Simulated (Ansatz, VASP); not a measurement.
AlRu: VASP beside Ansatz

INCAR

```
SYSTEM = AlRu
  PREC = Accurate
  ENCUT = 520
  EDIFF = 1E-7
  ISMEAR = -1
  SIGMA = 0.05
  LREAL = .FALSE.
  LASPH = .TRUE.
  NELM = 100
  ALGO = Normal
  ISIF = 2
  LWAVE = .FALSE.
  LCHARG = .FALSE.
  GGA = PS
  NBANDS = 16
```

File KPOINTS:

```
Automatic mesh
0
G
  12 12 12
  0 0 0
```

File POSCAR:

```
AlRu
1.0
    2.9511680166      0.0000000000      0.0000000000
    0.0000000000      2.9511680166      0.0000000000
    0.0000000000      0.0000000000      2.9511680166
Al Ru
1 1
Direct
    0.0000000000      0.0000000000      0.0000000000
    0.5000000000      0.5000000000      0.5000000000
```

Input for Ansatz:

```yaml
crystal:
  lattice:
    - [2.9511680166, 0.0, 0.0]
    - [0.0, 2.9511680166, 0.0]
    - [0.0, 0.0, 2.9511680166]
  atoms:
    - { symbol: Al, position: [0.0, 0.0, 0.0] }
    - { symbol: Ru, position: [0.5, 0.5, 0.5] }
kpoints:
  mp_grid: { grid: [12, 12, 12] }
  band_path:
    path:
      - [0.0, 0.0, 0.0]
      - [0.0, 0.5, 0.0]
      - [0.5, 0.5, 0.0]
      - [0.0, 0.0, 0.0]
      - [0.5, 0.5, 0.5]
      - [0.0, 0.5, 0.0]
      - [0.5, 0.5, 0.5]
      - [0.5, 0.5, 0.0]
    npoints: 5
scf:
  occupations: { method: fermi_dirac, width: 0.05 }
hamiltonian:
  xc: pbesol
  pseudopotentials: { kind: all_electron, lapw: { basis_error: 0.001 } }
output:
  forces: true
  stress: true
  eigenvalues: true
```

Change from the starting cell: volume scaled by 0.96.

Alike in both runs: task single point; functional PBEsol; k mesh 12 × 12 × 12; occupations fermi-dirac, width 0.05 eV; no spin polarisation.

```csv
,VASP,Ansatz
version,VASP 6.6.1,Ansatz 0.2.0
potentials or method,"VASP PAW PBE potentials, release 64 (Al, Ru_pv)","all-electron LAPW, scalar-relativistic"
plane-wave cutoff (eV),520,see its input
```

Ansatz gave:

| Quantity | Value |
| --- | --- |
| pressure (GPa) | 5.7 |

Q: Estimate VASP's values.

A: Pressure (GPa): 5.9.

Ansatz ran all-electron here, so the differences hold the error of VASP's frozen core and of both bases.

Caveats: the PAW data sets were made with another functional, which shifts forces and pressure a little (VASP).
